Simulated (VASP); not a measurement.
## AlGaN2 (ordered alloy on zincblende lattice), PBEsol single-point calculation: Ansatz's output and VASP's

```xyz
4
Lattice="1.5677 0.9051 5.1202 -1.5677 0.9051 5.1202 0.0000 -1.8103 5.1202" Properties=species:S:1:pos:R:3 pbc="T T T"
Al    1.5677    0.9051    5.1241
Ga    0.0000    0.0000    7.6771
N     0.0000    0.0000    5.7194
N     0.0000    0.0000   13.4804
```

Ansatz printed

```
SCF 1 converged in 7 iterations: F = -5028.732153 eV  dr2 = 2.60e-8
  greatest PAW one-centre occupation: 0.995 electrons in one spin orbital (limit 2), on the Ga atom at site 1 (counted from 0), in its partial waves of l = 2
NSCF: frozen V_eff on 9 k-points
SCF converged after 7 iterations
Free energy (F): -5028.732153 eV
Harris-Foulkes:  -5028.732153 eV  (|F-HF|=4.54e-9)
Internal energy: -5028.732153 eV  (E = F + TS)
E sigma→0 (E₀):  -5028.732153 eV
Fermi energy:    8.433092 eV
--- Per-component energies (eV) ---
  E_band       = -0.638663
  E_kinetic    = 405.395081
  E_local      = -2554.936080  (includes V_loc(G=0)·N_el)
  E_nonlocal   = 531.118728
  E_hartree    = 1159.639939
  E_xc         = -228.409648
  E_vxc        = -241.366547  (∫ρ·V_xc dr)
  E_paw        = -2653.559774  (= ΣΔE_a)
  E_vpaw       = -460.130112  (= ΣTr[D̂ρ^β])
  E_aug_tail   = 0.000104  (compensation charges beyond the density's cutoff)
  E_ewald      = -1688.918818
  E_core_change = 0.938314  (= ΣΔE_core)
  E_smearing   = -0.000000  (= −TS)
  E_closure    = 0.000000  (closes the sum)
  Σ components = -5028.732153   (vs F -5028.732153, Δ=0.00e0)
--- Forces (eV/Å), atoms counted from 1 ---
  atom   1  Al     0.00000000    -0.00000000     0.02823126
  atom   2  Ga     0.00000000    -0.00000000    -0.01246953
  atom   3  N      0.00000000     0.00000000     0.04482949
  atom   4  N      0.00000000     0.00000000    -0.06059749
  max |Σ_I F_I| component: 6.27e-6 eV/Å
--- Stress (GPa, compression-positive) ---
        0.563144       0.000000       0.000000
        0.000000       0.563144       0.000000
        0.000000       0.000000       0.455102
  P = ⅓ Tr σ = 0.5271 GPa (5.271 kbar)
--- Band table (eV; the first three rows and the last of 116) ---
  k-point 0: bands = ["-7.2037", "-5.9295", "-4.7628", "-4.7628", "-4.4857", "-4.4857", "-3.7429", "1.7528", "7.4278", "7.4278", "8.2727", "8.4331", "8.4331", "11.0924", "14.3252", "17.4303", "18.8553", "18.8553"]
  k-point 1: bands = ["-7.0878", "-5.8959", "-4.7460", "-4.7436", "-4.5008", "-4.4863", "-3.6851", "1.9217", "6.8654", "7.3319", "7.5844", "8.1944", "8.2621", "11.8172", "14.8562", "16.6213", "18.8508", "19.1483"]
  k-point 2: bands = ["-6.7787", "-5.8078", "-4.6960", "-4.6807", "-4.5232", "-4.4843", "-3.5303", "2.4013", "5.6323", "6.1121", "7.0982", "7.8411", "7.8750", "12.9794", "15.1712", "16.2254", "18.1638", "19.3729"]
  k-point 115: bands = ["-6.7219", "-6.2475", "-4.7630", "-4.7630", "-4.4849", "-4.4849", "-4.4146", "4.1469", "5.2540", "7.5414", "7.5414", "8.2577", "8.2577", "13.1160", "13.8341", "17.6632", "18.4252", "19.6967"]
```

Datasets and cutoffs are each program's own. VASP's cell holds 26 valence electrons and Ansatz's 26. Ansatz's stress includes a Pulay correction; VASP's doesn't.

What does VASP give for the same cell and level of theory?

gap between bands v and c 2.68 eV; least direct gap 2.68 eV; pressure 0.4 GPa; largest force 0.08 eV/Å.

From OUTCAR

```
k-points           NKPTS =    116   k-points in BZ     NKDIM =    116   number of bands    NBANDS=     21

   NELECT =      26.0000    total number of electrons

   dimension x,y,z NGX =    40 NGY =   40 NGZ =   40
   dimension x,y,z NGXF=    80 NGYF=   80 NGZF=   80

  energy-cutoff  :      520.00
  volume of cell :       43.59
      direct lattice vectors                 reciprocal lattice vectors
     1.567723894  0.905125812  5.120161348     0.318933712  0.184136464  0.065102115
    -1.567723894  0.905125812  5.120161348    -0.318933712  0.184136464  0.065102115
     0.000000000 -1.810251624  5.120161348     0.000000000 -0.368272928  0.065102115

 k-points in reciprocal lattice and weights: KPOINTS created by Atomic Simulation Env
   0.00000000  0.00000000  0.00000000       0.001
   0.10000000 -0.00000000  0.00000000       0.006
   0.20000000 -0.00000000  0.00000000       0.006
   0.30000000  0.00000000  0.00000000       0.006
   0.40000000  0.00000000  0.00000000       0.006
   0.50000000 -0.00000000 -0.00000000       0.003
   0.10000000  0.10000000  0.00000000       0.006
   0.20000000  0.10000000  0.00000000       0.012
   ...

 E-fermi :   5.8000

 k-point     1 :       0.0000    0.0000    0.0000
  band No.  band energies     occupation
      1      -9.9747      2.00000
      2      -8.6644      2.00000
      3      -7.4468      2.00000
      4      -7.4468      2.00000
      5      -7.1655      2.00000
      6      -7.1655      2.00000
      7      -6.4572      2.00000
      8      -1.0155      2.00000
      9       4.6629      2.00000
     10       4.6629      2.00000
     11       5.5089      2.00000
     12       5.6700      2.00000
     13       5.6700      2.00000
     14       8.3470      0.00000
     15      11.5706      0.00000
     16      14.6737      0.00000
     17      16.1001      0.00000
     18      16.1001      0.00000
     19      16.9037      0.00000
     20      16.9037      0.00000
     21      16.9339      0.00000

 k-point     2 :       0.1000   -0.0000    0.0000
  band No.  band energies     occupation
      1      -9.8577      2.00000
      2      -8.6298      2.00000
      3      -7.4307      2.00000
      4      -7.4274      2.00000
      5      -7.1810      2.00000
      6      -7.1661      2.00000
      7      -6.4001      2.00000
      8      -0.8467      2.00000
      9       4.1007      2.00000
     10       4.5667      2.00000
     11       4.8239      2.00000
     12       5.4308      2.00000
     13       5.4990      2.00000
     14       9.0690      0.00000
     15      12.1015      0.00000
     16      13.8620      0.00000
     17      16.0910      0.00000
     18      16.3936      0.00000
     19      16.6463      0.00000
     20      17.1327      0.00000
     21      17.2258      0.00000

 k-point     3 :       0.2000   -0.0000    0.0000
  band No.  band energies     occupation
      1      -9.5437      2.00000
      2      -8.5400      2.00000
      3      -7.3793      2.00000
      4      -7.3672      2.00000
      5      -7.2048      2.00000
      6      -7.1640      2.00000
      7      -6.2477      2.00000
      8      -0.3667      2.00000
      9       2.8671      2.00000
     10       3.3517      2.00000
     11       4.3329      2.00000
     12       5.0777      2.00000
     13       5.1111      2.00000
     14      10.2285      0.00000
     15      12.4104      0.00000
     16      13.4686      0.00000
     17      15.4025      0.00000
     18      16.6164      0.00000
     19      17.0548      0.00000
     20      17.3455      0.00000
     21      17.7106      0.00000

 k-point     4 :       0.3000    0.0000    0.0000
  band No.  band energies     occupation
      1      -9.1689      2.00000
      2      -8.4036      2.00000
      3      -7.3304      2.00000
      4      -7.3155      2.00000
      5      -7.1488      2.00000
      6      -7.1048      2.00000
      7      -6.0515      2.00000
      8       0.2633      2.00000
      9       1.6201      2.00000
     10       1.9688      2.00000
     11       4.0773      2.00000
     12       4.5474      2.00000
     13       4.5949      2.00000
     14      11.0858      0.00000
     15      11.6069      0.00000
     16      13.8840      0.00000
     17      15.0848      0.00000
     18      16.2946      0.00000
     19      17.0584      0.00000
     20      17.5811      0.00000
     21      18.3552      0.00000

 ...

  Total        0.1165589      0.1165589      0.0951782      0.0000000     -0.0000000      0.0000000
  in kB        4.2839325      4.2839325      3.4981210      0.0000000     -0.0000000      0.0000000
  external PRESSURE =       4.0219953 kB  Pullay stress =       0.0000000 kB

 POSITION                                       TOTAL-FORCE (eV/Angst)
 -----------------------------------------------------------------------------------
      0.00000      0.00000      0.00396         0.000000      0.000000      0.028071
      0.00000      0.00000      7.67713         0.000000     -0.000000     -0.004374
      0.00000      0.00000      5.71937         0.000000      0.000000      0.052563
      0.00000      0.00000     13.48040         0.000000     -0.000000     -0.076260
 -----------------------------------------------------------------------------------
    total drift:                                0.000000      0.000000      0.000056

  FREE ENERGIE OF THE ION-ELECTRON SYSTEM (eV)
  ---------------------------------------------------
  free  energy   TOTEN  =       -28.7164098076 eV

  energy  without entropy=      -28.7164098076  energy(sigma->0) =      -28.71640981
```
